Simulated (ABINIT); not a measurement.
Here is an ABINIT 10.8.3 (patched build) calculation.

run.abi

```
# Pseudopotentials
pp_dirpath "./"
pseudos "I.LDA_PW-JTH.xml"

# Structure
acell 3*1.0 Angstrom
rprim
     3.6350350000    -2.3950200000     0.0000000000
     3.6350350000     2.3950200000     0.0000000000
     0.0000000000     0.0000000000     9.7934400000
ntypat 1
znucl 53
natom 4
typat 1 1 1 1
xred
     0.6493000000     0.3507000000     0.3844000000
     0.1493000000     0.8507000000     0.1156000000
     0.3507000000     0.6493000000     0.6156000000
     0.8507000000     0.1493000000     0.8844000000
chkprim 0
chksymtnons 0
tolsym 1.0e-6

# Plane-wave basis
ecut 15.0
pawecutdg 30.0

# k points
kptopt 1
ngkpt 7 7 3
nshiftk 1
shiftk 0.0 0.0 0.0

# Exchange and correlation
ixc 7

# Bands and occupations
nband 18
occopt 3
tsmear 0.00183747

# SCF cycle
nstep 100
tolvrs 1.0e-9

# Output
iomode 3
prtwf 0
prtden 0
prteig 0
prtebands 0
enunit 1
prtvol 2

# Relaxation
ionmov 2
ntime 60
tolmxf 0.0002
optcell 2
dilatmx 1.08
ecutsm 0.5
```

Potentials or basis: JTH PAW LDA v2.0.

Run with:

```bash
$ mpirun --bind-to none -np 4 abinit run.abi > log 2>&1
```

(1) What does it give for the band gap on the k mesh?

(2) Predict the space group after relaxing (to 0.05 Å).

Answers

(1) 0.67 eV, indirect (least direct gap 1.04 eV).

(2) Cmce (No. 64).

Caveat: spin-orbit coupling is left out, which moves the levels of the heavy elements; an odd mesh through Γ misses points on the zone boundary, where band edges often lie.
